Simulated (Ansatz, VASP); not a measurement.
# Cross-check of ZnO (zincite) between VASP and Ansatz, part 3 of 3

Wanted: the spread between two codes on one cell, functional and k mesh.

VASP 6.6.1 and Ansatz 0.2.0.

So far. Step 4 (Comparison): The forces differ by 6.7 meV/Å r.m.s., which is 13.2 % of the r.m.s. force of 0.05 eV/Å (both taken over all components). Among the levels compared at these points, filled levels agree within 20 meV and empty ones within 37 meV.

### Step 5. VASP: band structure, B3LYP with an exact-exchange share of 0.2

Level of this step: B3LYP; plane waves and PAW (Zn, O) (VASP).

Levels along a path test the potential and the projectors away from the mesh points.

The run reads the wave functions of an earlier VASP run, which isn't shown here.

Contents of INCAR:

```
SYSTEM = ZnO
PREC = Accurate
ENCUT = 520
EDIFF = 1E-06
NELM = 100
ISMEAR = 0
SIGMA = 0.02
LREAL = .FALSE.
ALGO = Normal
LHFCALC = .TRUE.
AEXX = 0.2
GGA = B3
AGGAX = 0.72
AGGAC = 0.81
ALDAC = 0.19
LASPH = .TRUE.
NBANDS = 24
PRECFOCK = Fast
HFRCUT = -1
LORBIT = 11
LWAVE = .FALSE.
LCHARG = .FALSE.
KPAR = 8
```

Contents of POSCAR:

```
ZnO
1.0
    3.2493080000      0.0000000000      0.0000000000
   -1.6246540000      2.8139832727      0.0000000000
    0.0000000000      0.0000000000      5.2057090000
Zn O
2 2
Direct
    0.3333333333      0.6666666667      0.5000000000
    0.6666666667      0.3333333333      0.0000000000
    0.6666666667      0.3333333333      0.3790100000
    0.3333333333      0.6666666667      0.8790100000
```

Contents of KPOINTS:

```
Automatic mesh
0
Gamma
5 5 3
0 0 0
```

Contents of KPOINTS_OPT:

```
Line mode
6
Line-mode
Reciprocal
  0.00000000   0.00000000   0.00000000 GAMMA
  0.50000000   0.00000000   0.00000000 M

  0.50000000   0.00000000   0.00000000 M
  0.33333333   0.33333333   0.00000000 K

  0.33333333   0.33333333   0.00000000 K
  0.00000000   0.00000000   0.00000000 GAMMA

  0.00000000   0.00000000   0.00000000 GAMMA
  0.00000000   0.00000000   0.50000000 A

  0.00000000   0.00000000   0.50000000 A
  0.50000000   0.00000000   0.50000000 L

  0.50000000   0.00000000   0.50000000 L
  0.33333333   0.33333333   0.50000000 H

  0.33333333   0.33333333   0.50000000 H
  0.00000000   0.00000000   0.50000000 A

  0.50000000   0.00000000   0.50000000 L
  0.50000000   0.00000000   0.00000000 M

  0.33333333   0.33333333   0.00000000 K
  0.33333333   0.33333333   0.50000000 H
```

The projector-augmented-wave data sets are Zn and O (PBE family, release 64).

The run is started by

```sh
> mpirun -np 8 vasp_std
```

Numbers of over 12 decimals in the logs are rounded to 6 here.

What it wrote:

```text
[banner, memory and clock lines left out]
running    8 mpi-ranks, on    1 nodes
[...]
[... a notice as in an earlier step ...]

 [... a notice as in an earlier step ...]

 LDA part: xc-table for (Slater(with rela. corr.)+VWN3), standard interpolation
 found WAVECAR, reading the header
 POSCAR, INCAR and KPOINTS ok, starting setup
[...]
HFRCUT set to (new)   9.481018
 reading WAVECAR
 the WAVECAR file was read successfully
 initial charge from wavefunction
 entering main loop
       N       E                     dE             d eps       ncg     rms          rms(c)
DAV:   1    -0.215678025779E+02   -0.21568E+02   -0.60602E-01   552   0.269E+01    0.180E+00
DAV:   2    -0.215364135897E+02    0.31389E-01   -0.38703E-01   496   0.769E+00    0.595E-01
DAV:   3    -0.215367755661E+02   -0.36198E-03   -0.35871E-02   608   0.223E+00    0.354E-01
DAV:   4    -0.215370068292E+02   -0.23126E-03   -0.13280E-03   680   0.754E-01    0.206E-01
[...]
DAV:   9    -0.215368174106E+02    0.11549E-05   -0.94009E-07   352   0.131E-02    0.137E-02
DAV:  10    -0.215368169155E+02    0.49507E-06   -0.10861E-06   272   0.108E-02
   1 F= -.21536817E+02 E0= -.21536817E+02  d E =-.141330E-44
 Start KPOINTS_OPT (optional k-point list driver)
k-point batch [1-10\54]
       N       E                     dE             ncg
DAV:   1     0.120831618229E+04   -0.83516E+04      480
DAV:   2    -0.185759695237E+04   -0.30659E+04      528
DAV:   3    -0.216451721563E+04   -0.30692E+03      536
DAV:   4    -0.217206155611E+04   -0.75443E+01      584
DAV:   5    -0.217212989851E+04   -0.68342E-01      624
DAV:   6    -0.217213051210E+04   -0.61360E-03      584
DAV:   7    -0.217213051932E+04   -0.72170E-05      560
DAV:   8    -0.217213051943E+04   -0.11375E-06      416
[...]
k-point batch [51-54\54]
       N       E                     dE             ncg
DAV:   1     0.878605857336E+04   -0.55482E+04      192
DAV:   2     0.757514004933E+04   -0.12109E+04      216
DAV:   3     0.745067651270E+04   -0.12446E+03      208
DAV:   4     0.744773912178E+04   -0.29374E+01      208
DAV:   5     0.744771395495E+04   -0.25167E-01      224
DAV:   6     0.744771376565E+04   -0.18930E-03      224
DAV:   7     0.744771376376E+04   -0.18903E-05      176
DAV:   8     0.744771376373E+04   -0.34325E-07      128
```

Parts of OUTCAR (step 5):

```text
 POSITION                                       TOTAL-FORCE (eV/Angst)
 -----------------------------------------------------------------------------------
     -0.00000      1.87599      2.60285         0.000000      0.000000     -0.078418
      1.62465      0.93799      0.00000        -0.000000      0.000000     -0.078418
      1.62465      0.93799      1.97302         0.000000     -0.000000      0.078418
     -0.00000      1.87599      4.57587        -0.000000      0.000000      0.078418
 -----------------------------------------------------------------------------------
    total drift:                               -0.000002     -0.000000     -0.000152

  FREE ENERGIE OF THE ION-ELECTRON SYSTEM (eV)
  ---------------------------------------------------
  free  energy   TOTEN  =       -21.5368169155 eV

  energy  without entropy=      -21.5368169155  energy(sigma->0) =      -21.53681692

[... 2 parts as in an earlier step ...]

[... 1 further part left out ...]
[key lines of the parts left out:]
E-fermi :   0.1647
```

### Step 6. Ansatz: band structure, B3LYP with an exact-exchange share of 0.2

The same cell, functional (in two slightly different forms), mesh and smearing now go to Ansatz, which takes its cutoff from its data sets.

Contents of input.yaml:

```yaml
crystal:
  lattice:
    - [3.249308, 0.0, 0.0]
    - [-1.624654, 2.8139832727, 0.0]
    - [0.0, 0.0, 5.205709]
  atoms:
    - { symbol: Zn, position: [0.3333333333, 0.6666666667, 0.5] }
    - { symbol: Zn, position: [0.6666666667, 0.3333333333, 0.0] }
    - { symbol: O, position: [0.6666666667, 0.3333333333, 0.37901] }
    - { symbol: O, position: [0.3333333333, 0.6666666667, 0.87901] }
hamiltonian:
  xc: b3lyp
  pseudopotentials: { kind: paw }
kpoints:
  mp_grid: { grid: [5, 5, 3] }
  band_path:
    path:
      - [0.0, 0.0, 0.0]
      - [0.4, 0.0, 0.0]
      - [0.4, 0.2, 0.0]
      - [0.2, 0.2, 0.0]
      - [0.0, 0.0, 0.1]
      - [0.0, 0.0, 0.5]
      - [0.4, 0.0, 0.5]
      - [0.4, 0.2, 0.5]
      - [0.2, 0.2, 0.5]
      - [0.5, 0.0, 0.4]
      - [0.33333, 0.33333, 0.0]
      - [0.33333, 0.33333, 0.5]
    npoints: 1
scf:
  occupations: { method: gaussian, width: 0.02 }
  n_extra_bands: 8
output:
  forces: true
  stress: true
  eigenvalues: true
  write_density: true
  write_potential: true
  elf: true
  volumetric_format: npy
```

The run is started by

```sh
> ansatz run input.yaml --threads 4 --pin off --max-ram 9216MiB --backend cpu --events-out ev --progress --plain --runs-dir out
```

What it wrote:

```text
[...]
Crystal: 4 atoms, lattice volume = 47.598 Å³
Basis set: ecut = 420 eV, 941 PW (Γ), exchange–correlation on 48×48×72 points (8 copies of the dense FFT grid, shifted against one another)
Bands: 26, of which v1, the nominal top of the filled ones, is band 18 counted from 1 (17 counted from 0)
Symmetry: 12 space group operations
[...]
k-points: 10 of 75 (time reversal used)
[...]
--- Band table (eV; the first three rows and the last of 10) ---
  k-point 0: bands = [... 14 lower, 5.1008, 5.8975, 5.9571, 5.9571, 8.8402, 13.4427, 16.6612, 21.1813, ... 4 higher]
  k-point 1: bands = [... 14 lower, 5.3174, 5.3174, 5.7449, 5.7449, 10.4451, 12.5372, 17.4591, 19.9198, ... 4 higher]
  k-point 2: bands = [... 14 lower, 4.5508, 4.5941, 5.6024, 5.6774, 10.6847, 14.8396, 16.5652, 18.6245, ... 4 higher]
  k-point 9: bands = [... 14 lower, 3.0395, 3.9785, 4.2521, 4.7326, 14.7758, 15.4509, 16.4912, 17.1154, ... 4 higher]
[key lines of the parts left out:]
Free energy (F): -7794.266199 eV
Fermi energy:    7.398691 eV
P = ⅓ Tr σ = 4.4361 GPa (44.361 kbar)
```

Wall time 35 s (4 threads of Arm Neoverse V2, shared host); peak memory 0.78 GiB.

### Step 7. Side by side

What differs besides the data sets and the points named for the pairs above, as far as they apply: the cutoff is 420 eV in Ansatz and 520 eV in VASP; VASP's log shows a relativistic correction to its local exchange, Ansatz's none. Total energies have different zeros and are not compared.

Both answers:

```
                     quantity  Ansatz   VASP  difference
gap over the path points (eV)   2.883  2.874      +0.009
```

Forces (eV/Å; atoms numbered as in POSCAR):

```
atom        Ansatz x, y, z          VASP x, y, z
 Zn1  0.000, 0.000, -0.074  0.000, 0.000, -0.078
 Zn2  0.000, 0.000, -0.074  0.000, 0.000, -0.078
  O3   0.000, 0.000, 0.074   0.000, 0.000, 0.078
  O4   0.000, 0.000, 0.074   0.000, 0.000, 0.078
```

Levels at points of the path, from each program's valence-band top (eV; 4 filled, then empty):

```
k (reciprocal lattice)                                   Ansatz                                     VASP
     0.000 0.000 0.000    -0.86 -0.06 0.00 0.00 2.88 7.49 10.70    -0.86 -0.06 0.00 0.00 2.87 7.47 10.70
     0.400 0.000 0.000   -2.87 -2.20 -1.14 -0.77 7.29 9.76 9.94   -2.87 -2.22 -1.14 -0.77 7.28 9.74 9.92
     0.400 0.200 0.000   -3.44 -2.50 -1.69 -1.41 9.05 9.90 9.95   -3.46 -2.51 -1.69 -1.41 9.04 9.88 9.93
     0.200 0.200 0.000  -2.98 -2.25 -0.97 -0.89 6.86 9.99 10.90  -2.97 -2.25 -0.96 -0.89 6.85 9.98 10.88
     0.000 0.000 0.100  -0.83 -0.25 -0.02 -0.02 3.10 7.40 10.77  -0.84 -0.24 -0.02 -0.02 3.09 7.38 10.77
     0.000 0.000 0.500  -0.42 -0.42 -0.42 -0.42 5.61 5.61 12.53  -0.43 -0.43 -0.43 -0.43 5.60 5.60 12.52
     0.400 0.000 0.500  -1.46 -1.46 -1.44 -1.44 7.81 7.81 11.04  -1.47 -1.47 -1.44 -1.44 7.79 7.79 11.03
     0.400 0.200 0.500  -2.44 -2.44 -1.29 -1.29 9.05 9.05 10.93  -2.44 -2.44 -1.30 -1.30 9.03 9.03 10.92
     0.200 0.200 0.500  -1.78 -1.78 -1.33 -1.33 7.94 7.94 11.46  -1.78 -1.78 -1.33 -1.33 7.93 7.93 11.44
     0.500 0.000 0.400  -1.81 -1.75 -1.35 -1.22 7.75 8.27 10.72  -1.81 -1.75 -1.35 -1.23 7.73 8.25 10.71
```

The forces differ by 2.5 meV/Å r.m.s., which is 5.6 % of the r.m.s. force of 0.05 eV/Å (both taken over all components). Among the levels compared at these points, filled levels agree within 17 meV and empty ones within 26 meV.

### Step 8. Summary of results

```yaml
difference_in_gap_over_the_path_points_band_structure_r2scan_epsx_with_an_exact_exchange_share_of_0p171: 0.020 eV
r_m_s_force_difference_band_structure_r2scan_epsx_with_an_exact_exchange_share_of_0p171: 6.7 meV/Å
difference_in_gap_over_the_path_points_band_structure_b3lyp_with_an_exact_exchange_share_of_0p2: 0.0092 eV
```

The r.m.s. force difference is 6.7 meV/Å (band structure, r2SCAN-EpsX with an exact-exchange share of 0.171), within the 12 meV/Å picked in this series as the mark of a large difference. How closely two codes agree says nothing of how well the functional describes the real material.

[Lines on the potential files, build, host, timing and source positions are cut from VASP's logs without a mark.]

[Logs are printed without paths, hosts, clocks, repeated set-up lines and the standing remarks that a program may print on its own settings, such as how far it seeks lower states.]

[Hosts, paths, dates, database ids (printed as entryN), source tags and the programs' standing remarks are cut or masked in the printed files.]
